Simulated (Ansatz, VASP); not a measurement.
## Rh in VASP and in Ansatz

Contents of INCAR:

```
SYSTEM = Rh
PREC = Accurate
ENCUT = 520
EDIFF = 1E-6
ISMEAR = -1
SIGMA = 0.1
LREAL = .False.
LASPH = .True.
NELM = 80
ALGO = Normal
ISIF = 2
LWAVE = .False.
LCHARG = .False.
GGA = CA
NBANDS = 14
```

The input KPOINTS:

```
Automatic mesh
0
Gamma
  14 14 14
  0 0 0
```

The input POSCAR:

```
Rh
1.0
    2.5765195797      0.0000000000      0.0000000000
    0.0000000000      2.5765195797      0.0000000000
    0.0000000000      0.0000000000      2.5765195797
Rh
1
Direct
    0.0000000000      0.0000000000      0.0000000000
```

Input for Ansatz:

```yaml
crystal:
  lattice:
    - [2.5765195797, 0.0, 0.0]
    - [0.0, 2.5765195797, 0.0]
    - [0.0, 0.0, 2.5765195797]
  atoms:
    - { symbol: Rh, position: [0.0, 0.0, 0.0] }
hamiltonian:
  xc: lda
  pseudopotentials:
    kind: paw
    azcp:
      Rh: "pseudopotentials/Rh.paw.azcp"
basis:
  ecutwfc: 420
  fft_grid_basis: typed
kpoints:
  mp_grid: { grid: [14, 14, 14], shift: [0, 0, 0] }
magnetization:
  spin_polarized: false
scf:
  occupations: { method: fermi_dirac, width: 0.1 }
  lower_state_search: "off"
output:
  stress: true
  write_density: true
  write_potential: true
  elf: true
  volumetric_format: npy
```

Alike in both runs: task single point; functional LDA; k mesh 14 × 14 × 14; occupations fermi-dirac, width 0.1 eV; no spin polarisation.

|  | VASP | Ansatz |
| --- | --- | --- |
| version | VASP 6.6.1 | Ansatz 0.2.0 |
| potentials or method | VASP PAW LDA potentials, release 64 (Rh_pv) | plane waves (420 eV) with PAW, scalar-relativistic |
| plane-wave cutoff (eV) | 520 | 420 |
| valence electrons in the cell | 15 | 17 |

```csv
,VASP,Ansatz,Ansatz less VASP
pressure (GPa),-19.2,-19.6,-0.48
```

The two sets of potentials don't hold the same shells in valence. Ansatz warned: «pseudo_functional_mismatch».

Caveats: so large a pressure means that the cell lies far from this level's equilibrium, or that cutoff or potentials fall short (VASP).
